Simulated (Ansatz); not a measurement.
# Si: the order of phases at one pressure

Aim: bring Si in several structures (fcc, bcc, hcp, simple hexagonal, diamond, beta tin) to one pressure and rank them by enthalpy. The pressure is set by scaling the first phase. The runs shown use LAPW. Companion runs by PAW are cited.

Method: DFT, PBE, all-electron LAPW, scalar-relativistic, in Ansatz 0.2.0.

## 1. The structure to begin with

Symmetry: Fm-3m, No. 225, cubic system. Conventional cell: a = 3.615 Å, b = 3.615 Å, c = 3.615 Å, α = 90.00°, β = 90.00°, γ = 90.00°. Around Si (site symmetry m-3m) lie 12 Si at 2.56 Å.

As a file:

```cif
data_structure
_symmetry_space_group_name_H-M 'P 1'
_symmetry_Int_Tables_number 1
_cell_length_a 2.5565
_cell_length_b 2.5565
_cell_length_c 2.5565
_cell_angle_alpha 60.000
_cell_angle_beta 60.000
_cell_angle_gamma 60.000
_cell_volume 11.81
loop_
_atom_site_label
_atom_site_type_symbol
_atom_site_fract_x
_atom_site_fract_y
_atom_site_fract_z
_atom_site_occupancy
Si1 Si 0.00000 0.00000 0.00000 1
```

## 2. Fcc relaxed under pressure, LAPW

Input file input.yaml:

```yaml
crystal:
  lattice:
    - [0.0, 1.8077177382, 1.8077177382]
    - [1.8077177382, 0.0, 1.8077177382]
    - [1.8077177382, 1.8077177382, 0.0]
  atoms:
    - { symbol: Si, position: [0.0, 0.0, 0.0] }
kpoints:
  mp_grid: { grid: [18, 18, 18] }
scf:
  occupations: { method: fermi_dirac, width: 0.1 }
hamiltonian:
  xc: pbe
  pseudopotentials: { kind: all_electron, lapw: { basis_error: 0.0005 } }
output:
  forces: true
  stress: true
  eigenvalues: true
relax:
  f_tol: 0.005
  max_steps: 12
  cell: { p_target: 26.0, stress_tol: 0.03 }
```

Command:

```sh
$ ansatz run input.yaml --threads 1 --pin off --max-ram 3584MiB --backend cpu --events-out ev --progress --plain --runs-dir out
```

Standard output, cut to the lines that bear on the results:

```text
[...]
LAPW: plane waves up to 7.363 Å⁻¹, error target 5.0e-4 eV per atom; small_component_spin mean_spin; Si in spheres of 1.240 Å, 12 of its electrons in bands, Dirac shells []
[...]
Pseudopotentials: kind: all_electron
Pseudopotential: Si, LAPW, valence charge 12, Koelling and Harmon's equation, gaussian nucleus
Functional definition: PBE
[...]
Crystal: 1 atoms, lattice volume = 11.815 Å³
Basis set: ecut = 206.57597376682995 eV, 65 PW (Γ), exchange–correlation at level 2
Bands: 10, of which v1, the nominal top of the filled ones, is band 6 counted from 1 (5 counted from 0)
Symmetry: 48 space group operations
Space group: Fm-3m (ITA 225), of the structure as read, at distance tolerance 2.3e-5 Å
k-points: 195 of 5832
[...]
SCF iter   1: F=—  HF=-7891.585700 eV  |F-HF|=—  |Δ(HF+E_count)|=         —  Δρ=1.54e-2  dr2=1.31e-2  ethr=1.08e-4  ⟨swp⟩=3.2  Hψ=14952  notcnv=0
[...]
relax step   1: F+E_penalty+E_count = -7891.55708155 eV  Δ(F+E_penalty+E_count) = +0.000e0 eV  max|allowed force component| = 0.000e0 eV/Å  Δτ_max = 0.0000 Å  P = +26.065 GPa  Ω = 11.815 Å³  (5 SCF iters, accepted)
[...]
relax step   2: F+E_penalty+E_count = -7891.55750867 eV  Δ(F+E_penalty+E_count) = -4.271e-4 eV  max|allowed force component| = 0.000e0 eV/Å  Δτ_max = 0.0000 Å  P = +26.025 GPa  Ω = 11.817 Å³  (2 SCF iters, accepted)
[...]
relax step   3: F+E_penalty+E_count = -7891.55750867 eV  Δ(F+E_penalty+E_count) = +3.191e-9 eV  max|allowed force component| = 0.000e0 eV/Å  Δτ_max = 0.0000 Å  P = +26.025 GPa  Ω = 11.817 Å³  stress off target by 2.48e-2 GPa  SCF on the basis re-selected at this cell (its energy is not [...]
SCF converged after 2 iterations
Free energy (F): -7891.557509 eV
[...]
E sigma→0 (E₀):  -7891.550459 eV
Entropy (-TS):   -0.014099 eV (-14.099 meV/atom)
Fermi energy:    15.954799 eV
[...]
--- Forces (eV/Å), atoms counted from 1 ---
  atom   1  Si    -0.00000000     0.00000000    -0.00000000
[...]
--- Stress (GPa, compression-positive) ---
       26.024776       0.000000       0.000000
        0.000000      26.024776       0.000000
        0.000000       0.000000      26.024776
  P = ⅓ Tr σ = 26.0248 GPa (260.248 kbar)
--- Band table (eV; the first three rows and the last of 195) ---
  k-point 0: bands = ["-118.9103", "-74.9465", "-74.9465", "-74.9465", "-0.6168", "28.5723", "28.5723", "28.5723", "29.6760", "29.6760"]
[...]
--- Relaxed structure (2 steps of the walk, 2 accepted, 1 SCFs on fresh bases) ---
  F+E_penalty+E_count = -7891.55750867 eV   max|allowed force component| = 0.000e0 eV/Å   (the final SCF, on the basis selected at the relaxed cell)
  cell:  # Å, volume = 11.8173 Å³
    - [3.3119918213821335e-34, 1.8078517350450538, 1.8078517350450538]
    - [1.8078517350450538, 3.3119918213821335e-34, 1.8078517350450538]
    - [1.8078517350450538, 1.8078517350450538, 3.5667604230269127e-34]
  atoms:
    - { symbol: Si, position: [0.0, 0.0, 0.0] }
```

It took 6.3 s on 1 thread of Intel Xeon 6975P-C (Granite Rapids), shared host; peak memory 0.29 GiB.

Step by step:

| step | energy from step 1 (eV/cell) | largest force component (eV/Å) | pressure (GPa) | volume (Å³) |
| --- | --- | --- | --- | --- |
| 1 | 0.0000 | 0.0000 | 26.06 | 11.81 |
| 2 | -0.0004 | 0.0000 | 26.02 | 11.82 |
| 3 | -0.0004 | 0.0000 | 26.02 | 11.82 |

Step 1 is the start. Step 3 repeats the geometry before on a plane-wave basis chosen anew for that cell, so the energy can jump there without any move; the table keeps such jumps.

| input's cell | before | after | change |
| --- | --- | --- | --- |
| a (Å) | 2.556 | 2.557 | +0.0 % |
| b (Å) | 2.556 | 2.557 | +0.0 % |
| c (Å) | 2.556 | 2.557 | +0.0 % |
| volume (Å³/atom) | 11.81 | 11.82 | +0.0 % |

Read from it: pressure 26.02 GPa; no gap.

## 3. Bcc relaxed under pressure, LAPW

Edit input.yaml of step 2 so:

```diff
@@ -2,5 +2,5 @@
   lattice:
-    - [0.0, 1.8077177382, 1.8077177382]
-    - [1.8077177382, 0.0, 1.8077177382]
-    - [1.8077177382, 1.8077177382, 0.0]
+    - [-1.4481340448, 1.4481340448, 1.4481340448]
+    - [1.4481340448, -1.4481340448, 1.4481340448]
+    - [1.4481340448, 1.4481340448, -1.4481340448]
   atoms:
```

Command:

```sh
$ ansatz run input.yaml --threads 1 --pin off --max-ram 3584MiB --backend cpu --events-out ev --progress --plain --runs-dir out
```

Standard output:

```text
The last accepted step is kept in <dir> (removed where the run ends without a failure and the disk answers)
LAPW: plane waves up to 7.584 Å⁻¹, error target 5.0e-4 eV per atom; small_component_spin mean_spin; Si in spheres of 1.216 Å, 12 of its electrons in bands, Dirac shells []
Engine: ansatz 0.2.0
Pseudopotentials: kind: all_electron
Pseudopotential: Si, LAPW, valence charge 12, Koelling and Harmon's equation, gaussian nucleus
Functional definition: PBE
  parameter kappa = 0.804
  parameter beta = 0.06672455060314922
  exchange = pbe_x(kappa = kappa, mu = beta*pi^2/3)
  correlation = pbe_c(beta = beta)
Crystal: 1 atoms, lattice volume = 12.147 Å³
Basis set: ecut = 219.13313999514747 eV, 87 PW (Γ), exchange–correlation at level 2
Bands: 10, of which v1, the nominal top of the filled ones, is band 6 counted from 1 (5 counted from 0)
Symmetry: 48 space group operations
Space group: Im-3m (ITA 229), of the structure as read, at distance tolerance 2.3e-5 Å
k-points: 195 of 5832
Non-local potential: Si, projectors of the file, none
Initial density: superposition of atomic densities (chi_scale 0.1, normalization cell)
Initial wavefunctions: plane waves of lowest kinetic energy (no species holds an atomic orbital)
Functional: x = pbe(κ = 0.804, μ = 0.2195149727645171), c = pbe(β = 0.06672455060314922)
iter 1 solved again at ethr=8.07e-5 eV; its pass at ethr=1.00e-1 eV (dr2=9.68e-3 eV) is discarded
SCF iter   1: F=—  HF=-7891.601607 eV  |F-HF|=—  |Δ(HF+E_count)|=         —  Δρ=1.41e-2  dr2=9.75e-3  ethr=8.07e-5  ⟨swp⟩=3.3  Hψ=15116  notcnv=0
preconditioner: auto → none  [metal: Δε(μ)=0.084 eV  Ē_g=15.415 eV  σ=0.100 eV  W_gap=0.21  n_scr=0 (ndim 8)  ℏωp=21.3 eV  f_vac=0.000  D(μ)=0.43/eV (n_scr^D=0)]
SCF iter   2: F=—  HF=-7891.584286 eV  |F-HF|=—  |Δ(HF+E_count)|=   1.73e-2  Δρ=6.58e-3  dr2=1.99e-3  ethr=8.07e-5  ⟨swp⟩=2.0  Hψ=5180  notcnv=0
iter 3 solved again at ethr=2.06e-7 eV; its pass at ethr=1.66e-5 eV (dr2=2.47e-5 eV) is discarded
SCF iter   3: F=—  HF=-7891.581202 eV  |F-HF|=—  |Δ(HF+E_count)|=   3.08e-3  Δρ=6.98e-4  dr2=2.47e-5  ethr=2.06e-7  ⟨swp⟩=2.1  Hψ=9126  notcnv=0
SCF iter   4: F=—  HF=-7891.581207 eV  |F-HF|=—  |Δ(HF+E_count)|=         —  Δρ=1.56e-4  dr2=1.54e-6  ethr=2.06e-7  ⟨swp⟩=2.0  Hψ=5175  notcnv=0
the basis was enlarged: its passes take 110.5 KiB over the memory plan, 1 of 1 planned eigensolver slots
SCF iter   5: F=-7891.581208 eV  HF=-7891.581208 eV  |F-HF|=1.31e-10  |Δ(HF+E_count)|=   2.77e-7  Δρ=5.83e-7  dr2=1.88e-11  ethr=1.29e-8  ⟨swp⟩=2.0  Hψ=5175  notcnv=0
SCF 1 converged in 5 iterations: F = -7891.581208 eV  dr2 = 1.88e-11
relax step   1: F+E_penalty+E_count = -7891.58120776 eV  Δ(F+E_penalty+E_count) = +0.000e0 eV  max|allowed force component| = 0.000e0 eV/Å  Δτ_max = 0.0000 Å  P = +26.044 GPa  Ω = 12.147 Å³  (5 SCF iters, accepted)
Crystal: 1 atoms, lattice volume = 12.150 Å³
Basis set: ecut = 219.10834560611065 eV, 87 PW (Γ), exchange–correlation at level 2
Initial density: handed on by an earlier stage of this run
Initial wavefunctions: those handed on with the density
iter 1 solved again at ethr=5.97e-12 eV; its pass at ethr=1.00e-1 eV (dr2=7.16e-10 eV) is discarded
SCF iter   1: F=—  HF=-7891.581543 eV  |F-HF|=—  |Δ(HF+E_count)|=         —  Δρ=6.08e-7  dr2=2.10e-11  ethr=5.97e-12  ⟨swp⟩=5.8  Hψ=12434  notcnv=0
preconditioner: auto → none  [metal: Δε(μ)=0.056 eV  Ē_g=15.388 eV  σ=0.100 eV  W_gap=0.14  n_scr=0 (ndim 8)  ℏωp=21.3 eV  f_vac=0.000  D(μ)=0.43/eV (n_scr^D=0)]
SCF iter   2: F=-7891.581543 eV  HF=-7891.581543 eV  |F-HF|=4.27e-11  |Δ(HF+E_count)|=   3.30e-9  Δρ=3.10e-7  dr2=5.45e-12  ethr=1.00e-12  ⟨swp⟩=2.0  Hψ=5175  notcnv=0
SCF 2 converged in 2 iterations: F = -7891.581543 eV  dr2 = 5.45e-12
relax step   2: F+E_penalty+E_count = -7891.58154273 eV  Δ(F+E_penalty+E_count) = -3.350e-4 eV  max|allowed force component| = 0.000e0 eV/Å  Δτ_max = 0.0000 Å  P = +26.011 GPa  Ω = 12.150 Å³  (2 SCF iters, accepted)
iter 1 solved again at ethr=1.00e-12 eV; its pass at ethr=1.00e-1 eV (dr2=5.44e-12 eV) is discarded
SCF iter   1: F=—  HF=-7891.581543 eV  |F-HF|=—  |Δ(HF+E_count)|=         —  Δρ=3.10e-7  dr2=5.45e-12  ethr=1.00e-12  ⟨swp⟩=2.0  Hψ=9945  notcnv=0
SCF iter   2: F=-7891.581543 eV  HF=-7891.581543 eV  |F-HF|=3.18e-11  |Δ(HF+E_count)|=   3.21e-9  Δρ=1.55e-7  dr2=1.33e-12  ethr=1.00e-12  ⟨swp⟩=2.0  Hψ=5175  notcnv=0
SCF 3 converged in 2 iterations: F = -7891.581543 eV  dr2 = 1.33e-12
relax step   3: F+E_penalty+E_count = -7891.58154272 eV  Δ(F+E_penalty+E_count) = +3.502e-9 eV  max|allowed force component| = 0.000e0 eV/Å  Δτ_max = 0.0000 Å  P = +26.011 GPa  Ω = 12.150 Å³  stress off target by 1.11e-2 GPa  SCF on the basis re-selected at this cell (its energy is not comparable with the rows above)  (2 SCF iters)
basis re-selected at this cell: Δ(F+E_penalty+E_count) = +3.502e-9 eV, ΔP = -0.000 GPa vs the last step (what re-selecting the basis moved, after the strain that the cell walked since its last selection, with what the two solves' SCF thresholds leave and, on support functions, any second-order correction that the steps lacked; it is no measure of the basis error at this ecutwfc). This SCF's stress stands 1.11e-2 GPa from its target on what of the cell is left free (relax.cell.stress_tol is 3.00e-2 GPa) and its largest allowed force component is 0.00e0 eV/Å (relax.f_tol is 5.00e-3 eV/Å): within both
SCF converged after 2 iterations
Free energy (F): -7891.581543 eV
Harris-Foulkes:  -7891.581543 eV  (|F-HF|=3.18e-11)
Internal energy: -7891.567277 eV  (E = F + TS)
E sigma→0 (E₀):  -7891.574410 eV
Entropy (-TS):   -0.014265 eV (-14.265 meV/atom)
Fermi energy:    15.212396 eV
--- Per-component energies (eV) ---
  E_band       = -655.036091
  E_kinetic    = 7919.205538
  E_xc         = -570.240271
  E_electrostatic = -15240.532544  (all electrons and nuclei)
  E_smearing   = -0.014265  (= −TS)
  E_closure    = 0.000000  (closes the sum)
  E_atoms      = -7886.856883  (free atoms, spherical and without spin; not in F)
  Σ components = -7891.581543   (vs F -7891.581543, Δ=0.00e0)
  Basis errors (estimates in eV, not in F): energy 2.0e-4 per atom: plane waves 1.8e-4 (9.8e-5 summed), levels above the bands 1.7e-60, relativity 6.5e-9, radial functions 1.7e-5, core shells 1.8e-16; eigenvalues (radial functions only) 4.6e-6; not estimated: angular momenta, meshes, grids; target (lapw.basis_error) 5.0e-4; muffin-tin radii Si 1.217 Å
--- Forces (eV/Å), atoms counted from 1 ---
  atom   1  Si    -0.00000000     0.00000000     0.00000000
  max |Σ_I F_I| component: 2.52e-32 eV/Å
--- Stress (GPa, compression-positive) ---
       26.011072       0.000000       0.000000
        0.000000      26.011072       0.000000
        0.000000       0.000000      26.011072
  P = ⅓ Tr σ = 26.0111 GPa (260.111 kbar)
--- Band table (eV; the first three rows and the last of 195) ---
  k-point 0: bands = ["-119.3370", "-75.3718", "-75.3718", "-75.3718", "-0.8130", "28.5898", "28.5898", "28.5898", "29.2475", "29.2475"]
  k-point 1: bands = ["-119.3369", "-75.3724", "-75.3720", "-75.3718", "-0.7059", "26.9520", "27.4034", "28.2147", "28.9996", "30.2108"]
  k-point 2: bands = ["-119.3366", "-75.3740", "-75.3727", "-75.3718", "-0.3849", "24.4852", "26.1149", "27.3384", "28.3542", "30.2590"]
  k-point 194: bands = ["-119.3311", "-75.3871", "-75.3871", "-75.3871", "14.6734", "14.6734", "14.6734", "16.8914", "16.8914", "18.4980"]
--- Relaxed structure (2 steps of the walk, 2 accepted, 1 SCFs on fresh bases) ---
  F+E_penalty+E_count = -7891.58154272 eV   max|allowed force component| = 0.000e0 eV/Å   (the final SCF, on the basis selected at the relaxed cell)
  cell:  # Å, volume = 12.1495 Å³
    - [-1.4482159781993633, 1.4482159781993633, 1.4482159781993633]
    - [1.4482159781993633, -1.4482159781993633, 1.4482159781993633]
    - [1.4482159781993633, 1.4482159781993633, -1.4482159781993633]
  atoms:
    - { symbol: Si, position: [0.0, 0.0, 0.0] }
```

Wall time 7 s (1 thread of Intel Xeon 6975P-C (Granite Rapids), shared host); peak memory 0.3 GiB.

Relaxation path:

| step | energy from step 1 (eV/cell) | largest force component (eV/Å) | pressure (GPa) | volume (Å³) |
| --- | --- | --- | --- | --- |
| 1 | 0.0000 | 0.0000 | 26.04 | 12.15 |
| 2 | -0.0003 | 0.0000 | 26.01 | 12.15 |
| 3 | -0.0003 | 0.0000 | 26.01 | 12.15 |

Step 1 is the start. Step 3 repeats the geometry before on a plane-wave basis chosen anew for that cell, so the energy can jump there without any move; the table keeps such jumps.

| input's cell | before | after | change |
| --- | --- | --- | --- |
| a (Å) | 2.508 | 2.508 | +0.0 % |
| b (Å) | 2.508 | 2.508 | +0.0 % |
| c (Å) | 2.508 | 2.508 | +0.0 % |
| volume (Å³/atom) | 12.15 | 12.15 | +0.0 % |

In short: pressure 26.01 GPa; no gap.

## 4. Hcp relaxed under pressure, LAPW

Input file input.yaml:

```yaml
crystal:
  lattice:
    - [2.5478782899, 0.0, 0.0]
    - [-1.273939145, 2.2065273248, 0.0]
    - [0.0, 0.0, 4.2117687509]
  atoms:
    - { symbol: Si, position: [0.3333333333, 0.6666666667, 0.25] }
    - { symbol: Si, position: [0.6666666667, 0.3333333333, 0.75] }
kpoints:
  mp_grid: { grid: [17, 17, 9] }
scf:
  occupations: { method: fermi_dirac, width: 0.1 }
hamiltonian:
  xc: pbe
  pseudopotentials: { kind: all_electron, lapw: { basis_error: 0.0005 } }
output:
  forces: true
  stress: true
  eigenvalues: true
relax:
  f_tol: 0.005
  max_steps: 12
  cell: { p_target: 26.0, stress_tol: 0.03 }
```

Command:

```sh
$ ansatz run input.yaml --threads 1 --pin off --max-ram 3584MiB --backend cpu --events-out ev --progress --plain --runs-dir out
```

Standard output, cut to the lines that bear on the results:

```text
[...]
LAPW: plane waves up to 7.402 Å⁻¹, error target 5.0e-4 eV per atom; small_component_spin mean_spin; Si in spheres of 1.236 Å, 12 of its electrons in bands, Dirac shells []
[...]
Pseudopotentials: kind: all_electron
Pseudopotential: Si, LAPW, valence charge 12, Koelling and Harmon's equation, gaussian nucleus
Functional definition: PBE
[...]
Crystal: 2 atoms, lattice volume = 23.678 Å³
Basis set: ecut = 208.7625131242272 eV, 147 PW (Γ), exchange–correlation at level 2
Bands: 16, of which v1, the nominal top of the filled ones, is band 12 counted from 1 (11 counted from 0)
Symmetry: 24 space group operations
Space group: P63/mmc (ITA 194), of the structure as read, at distance tolerance 2.9e-5 Å
k-points: 165 of 2601
[...]
SCF iter   1: F=—  HF=-15783.253401 eV  |F-HF|=—  |Δ(HF+E_count)|=         —  Δρ=1.45e-2  dr2=2.16e-2  ethr=8.89e-5  ⟨swp⟩=3.1  Hψ=19527  notcnv=0
[...]
       26.009928      -0.000000       0.000000
       -0.000000      26.009928      -0.000000
        0.000000      -0.000000      26.017393
  P = ⅓ Tr σ = 26.0124 GPa (260.124 kbar)
--- Band table (eV; the first three rows and the last of 165) ---
  k-point 0: bands = ["-118.9289", "-118.9258", "-74.9840", "-74.9665", "-74.9665", "-74.9645", "-74.9634", "-74.9634", "-0.6341", "7.3692", "7.4181", "25.8037", "25.8037", "26.7022", "26.7022", "27.8092"]
[...]
--- Relaxed structure (2 steps of the walk, 2 accepted, 1 SCFs on fresh bases) ---
  F+E_penalty+E_count = -15783.20173216 eV   max|allowed force component| = 1.156e-17 eV/Å   (the final SCF, on the basis selected at the relaxed cell)
  cell:  # Å, volume = 23.6819 Å³
    - [2.547980161137542, 2.8868607990872134e-11, 0.0]
    - [-1.273990080593772, 2.2066155478694442, 0.0]
    - [0.0, 0.0, 4.212055158307415]
  atoms:
    - { symbol: Si, position: [0.3333333333333334, 0.6666666666666667, 0.25000000000000006] }
    - { symbol: Si, position: [0.6666666666666667, 0.3333333333333333, 0.7500000000000002] }
```

Run time: 13 s. Hardware: 1 thread of Intel Xeon 6975P-C (Granite Rapids), shared host; peak memory 0.38 GiB.

The steps of the relaxation:

```
step  energy from step 1 (eV/cell)  largest force component (eV/Å)  pressure (GPa)  volume (Å³)
   1                        0.0000                          0.0000           26.04        23.68
   2                       -0.0006                          0.0000           26.01        23.68
   3                       -0.0006                          0.0000           26.01        23.68
```

Step 1 is the start. Step 3 repeats the geometry before on a plane-wave basis chosen anew for that cell, so the energy can jump there without any move; the table keeps such jumps.

| input's cell | before | after | change |
| --- | --- | --- | --- |
| a (Å) | 2.548 | 2.548 | +0.0 % |
| b (Å) | 2.548 | 2.548 | +0.0 % |
| c (Å) | 4.212 | 4.212 | +0.0 % |
| volume (Å³/atom) | 11.84 | 11.84 | +0.0 % |

This run gives: pressure 26.01 GPa; no gap.

## 5. Simple hexagonal relaxed under pressure, LAPW

Input file input.yaml:

```yaml
crystal:
  lattice:
    - [2.4957195262, 0.0, 0.0]
    - [-1.2478597631, 2.1613565104, 0.0]
    - [0.0, 0.0, 2.3683851681]
  atoms:
    - { symbol: Si, position: [0.0, 0.0, 0.0] }
kpoints:
  mp_grid: { grid: [17, 17, 16] }
scf:
  occupations: { method: fermi_dirac, width: 0.1 }
hamiltonian:
  xc: pbe
  pseudopotentials: { kind: all_electron, lapw: { basis_error: 0.0005 } }
output:
  forces: true
  stress: true
  eigenvalues: true
relax:
  f_tol: 0.005
  max_steps: 12
  cell: { p_target: 26.0, stress_tol: 0.03 }
```

Command:

```sh
$ ansatz run input.yaml --threads 1 --pin off --max-ram 3584MiB --backend cpu --events-out ev --progress --plain --runs-dir out
```

Standard output, cut to the lines that bear on the results:

```text
[...]
LAPW: plane waves up to 8.270 Å⁻¹, error target 5.0e-4 eV per atom; small_component_spin mean_spin; Si in spheres of 1.149 Å, 12 of its electrons in bands, Dirac shells []
[...]
Pseudopotentials: kind: all_electron
Pseudopotential: Si, LAPW, valence charge 12, Koelling and Harmon's equation, gaussian nucleus
Functional definition: PBE
[...]
Crystal: 1 atoms, lattice volume = 12.775 Å³
Basis set: ecut = 260.5556235457443 eV, 133 PW (Γ), exchange–correlation at level 2
Bands: 10, of which v1, the nominal top of the filled ones, is band 6 counted from 1 (5 counted from 0)
Symmetry: 24 space group operations
Space group: P6/mmm (ITA 191), of the structure as read, at distance tolerance 2.3e-5 Å
k-points: 297 of 4624
[...]
SCF iter   1: F=—  HF=-7891.808498 eV  |F-HF|=—  |Δ(HF+E_count)|=         —  Δρ=2.43e-2  dr2=3.59e-2  ethr=2.98e-4  ⟨swp⟩=3.0  Hψ=22241  notcnv=0
[...]
--- Forces (eV/Å), atoms counted from 1 ---
  atom   1  Si     0.00000000    -0.00000000     0.00000000
[...]
--- Stress (GPa, compression-positive) ---
       26.002832       0.000000       0.000000
        0.000000      26.002832      -0.000000
        0.000000      -0.000000      25.986322
  P = ⅓ Tr σ = 25.9973 GPa (259.973 kbar)
--- Band table (eV; the first three rows and the last of 297) ---
  k-point 0: bands = ["-120.1157", "-76.1576", "-76.1576", "-76.1040", "-1.2897", "21.6620", "22.8863", "26.2990", "26.2990", "27.0793"]
[...]
--- Relaxed structure (2 steps of the walk, 2 accepted, 1 SCFs on fresh bases) ---
  F+E_penalty+E_count = -7891.80447497 eV   max|allowed force component| = 0.000e0 eV/Å   (the final SCF, on the basis selected at the relaxed cell)
  cell:  # Å, volume = 12.7745 Å³
    - [2.4956991641379425, 0.0, 2.741469970581287e-34]
    - [-1.2478495820689712, 2.1613388763470476, -3.7449176235262153e-34]
    - [2.601597154235295e-34, -2.601597154235295e-34, 2.3682657210292044]
  atoms:
    - { symbol: Si, position: [0.0, 0.0, 0.0] }
```

It took 9.7 s on 1 thread of Intel Xeon 6975P-C (Granite Rapids), shared host; peak memory 0.34 GiB.

The steps of the relaxation:

```csv
step,energy from step 1 (eV/cell),largest force component (eV/Å),pressure (GPa),volume (Å³)
1,0.0000,0.0000,25.98,12.78
2,0.0001,0.0000,26.00,12.77
3,0.0001,0.0000,26.00,12.77
```

Step 1 is the start. Step 3 repeats the geometry before on a plane-wave basis chosen anew for that cell, so the energy can jump there without any move; the table keeps such jumps.

| input's cell | before | after | change |
| --- | --- | --- | --- |
| a (Å) | 2.496 | 2.496 | -0.0 % |
| b (Å) | 2.496 | 2.496 | -0.0 % |
| c (Å) | 2.368 | 2.368 | -0.0 % |
| volume (Å³/atom) | 12.78 | 12.77 | -0.0 % |

Read from it: pressure 26.00 GPa; no gap.

(Part 1 of 2 ends here.)
